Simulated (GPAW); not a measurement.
The system is CdSe (Cadmoselite).

```
Cd Se
1.0
     4.30000    0.00000    0.00000
    -2.15000    3.72391    0.00000
     0.00000    0.00000    7.02000
Cd Se
2 2
Cartesian
  2.1500 1.2413 3.5100
  0.0000 2.4826 0.0000
  2.1500 1.2413 6.2127
  0.0000 2.4826 2.7027
```

Base run:

```yaml
Program: GPAW 26.7.0
Functional: PBE
Potentials_or_basis: GPAW PAW data sets (gpaw-data 1.2.1)
Cutoff: 600 eV
Basis: pw
k_mesh: 5 × 5 × 3
Occupations: fermi-dirac, width 0.05 eV
Spin: spin-orbit coupling, no magnetisation
```

Its results: band gap on the k mesh 0.57 eV, direct; largest force 0.285 eV/Å.

The run is repeated on the same cell with these changes: functional from PBE to vdW-DF; band points from 100 to 60. What comes out?

Band gap on the k mesh 0.65 eV, direct; largest force 0.321 eV/Å.

Caveats: spin-orbit coupling was added after a scalar SCF, so levels and gaps hold it while energy, forces, pressure and moments don't; this program's spin-orbit splittings come out too wide for heavy elements; the PAW data sets were made with another functional, which shifts forces and pressure a little (some runs).

Not every run made on this cell is shown here.
